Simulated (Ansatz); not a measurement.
**Sn: moving Sn off its site**

Sn, I4/mmm, a = 3.182 Å, c = 5.831 Å (as given, not relaxed at this level: -5.2 GPa). This isn't the element's structure at ambient conditions. Ansatz: LDA, PAW, 420 eV, Γ-centred 10×10×10 mesh on 8 atoms, Gaussian smearing 0.15 eV; no spin polarisation.

```yaml
crystal:
  lattice:
    - [-6.36300, 0.00000, 0.00000]
    - [0.00000, -6.36300, 0.00000]
    - [3.18150, 3.18150, 5.83130]
  atoms:
    - { symbol: Sn, position: [0.50000, 0.50000, 0.00000] }
    - { symbol: Sn, position: [0.00000, 0.50000, 0.00000] }
    - { symbol: Sn, position: [0.50000, 0.00000, 0.00000] }
    - { symbol: Sn, position: [0.50000, 0.50000, 0.50000] }
    - { symbol: Sn, position: [0.00000, 0.00000, 0.00000] }
    - { symbol: Sn, position: [0.00000, 0.50000, 0.50000] }
    - { symbol: Sn, position: [0.50000, 0.00000, 0.50000] }
    - { symbol: Sn, position: [0.00000, 0.00000, 0.50000] }
```

Atom 1 (Sn) moves by x along the unit vector (0.577, 0.577, 0.577), with its periodic images; all else is held. y is the free energy of the cell over the start, F the force along the path summed over the moved atoms. Symmetry makes y even in x.

| x (Å) | y (meV) | F (eV/Å) |
| --- | --- | --- |
| -0.1000 | 4.37 | 0.09 |
| -0.0333 | 0.48 | 0.03 |
| 0.0000 | 0.00 | 0.00 |
| 0.0167 | 0.12 | -0.01 |
| 0.0500 | ? | ? |
| 0.0667 | 1.94 | -0.06 |
| 0.0833 | 3.03 | -0.07 |

Q: Fit y = c2 x² + c4 x⁴ to the energies of the other rows, give the force constant, and predict energy and force of the missing row.

A: Least squares on the rows shown. y = 435.2 x² + 187.2 x⁴. The force constant is 2 c2 = 0.870 eV/Å², for the cell as given, at -5.2 GPa (for all images moving together, not for a lone atom). The force −dy/dx at the missing row is -0.04 eV/Å (computed -0.04). At x = 0.0500 the fit asked for gives 1.09 meV. The run gave 1.09 meV, the same to the digits shown.

Cost: 7 runs of about 35 core-minutes in all, on Arm Neoverse V2 (shared hosts).